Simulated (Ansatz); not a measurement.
Input and command of a plane-wave DFT calculation in Ansatz:

```yaml
crystal:
  lattice:
    - [3.9364035669, 0.0, 0.0]
    - [0.0, 3.9364035669, 0.0]
    - [0.0, 0.0, 3.9364035669]
  atoms:
    - { symbol: Sr, position: [0.0, -0.0224540869, -0.0224540869] }
    - { symbol: Ti, position: [0.5, 0.5, 0.5] }
    - { symbol: O, position: [0.0, 0.5, 0.5] }
    - { symbol: O, position: [0.5, 0.0, 0.5] }
    - { symbol: O, position: [0.5, 0.5, 0.0] }
basis:
  ecutwfc: 420
kpoints:
  mp_grid: { grid: [8, 8, 8] }
hamiltonian:
  xc: pbe
scf:
  occupations: { method: gaussian, width: 0.05 }
output:
  forces: true
  stress: true
  eigenvalues: true
```

```bash
ansatz run input.yaml --threads 1 --pin off --max-ram 2560MiB --backend cpu --events-out ev --progress --plain --runs-dir out
```

Processor: Intel(R) Xeon(R) Platinum 8259CL CPU @ 2.50GHz (Skylake/Cascade Lake), 1 thread, on a host shared with other jobs.

Q: Estimate time, memory and problem size.

A: About 16 s on 1 thread of Intel(R) Xeon(R) Platinum 8259CL CPU @ 2.50GHz (Skylake/Cascade Lake) (shared host), peak memory 0.5 GiB. It solves 25 bands at 105 k points (the mesh reduced by the symmetry that the task leaves, which can be less than the crystal's) with about 1213 plane waves, in 6 SCF iterations.
